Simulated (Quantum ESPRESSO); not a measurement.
**BP: zone-centre phonons and dielectric response under several settings**

```
P B
1.0
     0.00000    2.26900    2.26900
     2.26900    0.00000    2.26900
     2.26900    2.26900    0.00000
P B
1 1
Direct
  0.75000 0.75000 0.75000
  0.00000 0.00000 0.00000
```

All runs used Quantum ESPRESSO 7.5; k mesh 4 × 4 × 4, shifted; relaxed cell; no spin polarisation; cutoff 1034 eV; occupations smeared at first, fixed for the response.

```csv
level,potentials,volume (Å³/atom),lowest optical mode without the field (cm⁻¹),highest mode with the field (cm⁻¹),ε∞ (mean),ε0 (mean),Born charge of atom 1 (e)
LDA,PseudoDojo 0.4.1 SR LDA standard,11.29,821,828,9.29,9.5,0.62
PBE,PseudoDojo 0.4.1 SR PBE standard,?,?,?,?,?,?
```

**Question.** What stands in the row left open?

**Answer.** Volume 11.75 Å³/atom; lowest optical mode without the field 799 cm⁻¹; highest mode with the field 804 cm⁻¹; ε∞ 9.28; ε0 9.4; Born charge of atom 1 0.48 e.

Caveats: all runs use coarse meshes.

For the row left open. Caveat: the k mesh is coarse (spacing up to 0.60 Å⁻¹), so the values aren't converged; the mesh is thin for the dielectric tensor, Born charges and intensities, which usually come out too large.
